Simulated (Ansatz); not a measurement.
HgTe in Ansatz: the effect of functional

The system is HgTe.

```
Hg Te
1.0
    -3.02516    3.02516    1.54894
     3.02516   -3.02516    1.54894
     3.02516    3.02516   -1.54894
Hg Te
1 1
Direct
  0.75000 0.25000 0.50000
  0.00000 0.00000 0.00000
```

Measurements of this composition are mostly on another form, of space group No. 216.

The cell isn't the ideal one: volume scaled by 0.98.

Alike in all runs:

```yaml
Program: Ansatz 0.2.0
Task: single point
Potentials_or_basis: Ansatz PAW
k_mesh: 10 × 10 × 10
Occupations: fermi-dirac, width 0.05 eV
Spin: no spin polarisation
```

Problem. One run gave: pressure -4.2 GPa. Which functional did it use?
A. LDA
B. r2SCAN
C. PBEsol

Solution. A.

```csv
functional,cutoff,pressure (GPa)
LDA,420 eV (not typed: the program's choice for these potentials),-4.2
PBEsol,420 eV (not typed: the program's choice for these potentials),-2.6
r2SCAN,500 eV (not typed: the program's choice for these potentials),-0.2
```

Caveats: the PAW data sets come from PBE, with cores solved anew for the run's functional, which leaves a small shift of forces and pressure.
